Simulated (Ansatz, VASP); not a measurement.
# NiO: VASP beside Ansatz

```xyz
2
Lattice="0.0000 2.0913 2.0913 2.0913 0.0000 2.0913 2.0913 2.0913 0.0000" Properties=species:S:1:pos:R:3 pbc="T T T"
Ni    0.0000    0.0000    0.0000
O     2.0913    2.0913    2.0913
```

Alike in both runs: task single point; functional PBEsol; k mesh 8 × 8 × 8; occupations gaussian, width 0.05 eV; no spin polarisation; Hubbard terms Ni d U = 4.0 eV.

|  | VASP | Ansatz |
| --- | --- | --- |
| version | VASP 6.6.1 | Ansatz 0.2.0 |
| potentials or method | VASP PAW PBE potentials, release 64 (Ni, O) | scalar-relativistic, plane waves, PAW |
| plane-wave cutoff (eV) | 520 | 420 |
| valence electrons in the cell | 16 | 24 |

```tsv
	VASP	Ansatz	Ansatz less VASP
gap on the k mesh at the Fermi level (eV)	none	none	-
pressure (GPa)	-18.3	-12.2	+6.09
```

The programs project onto different local orbitals, so the same U acts differently. A gap of «none» marks a metal or a gap that the smearing closes. The two sets of potentials don't hold the same shells in valence. Ansatz warned: «filled_band_counts_differ_across_k_points».

Caveats: the PAW data sets were made with another functional, which shifts forces and pressure a little (VASP); the run has no spin polarisation, though such a crystal can be magnetic; U without spin polarisation on a metal has little footing. Spin polarisation is off, so any magnetic state and its effect on volume and gap are missing.
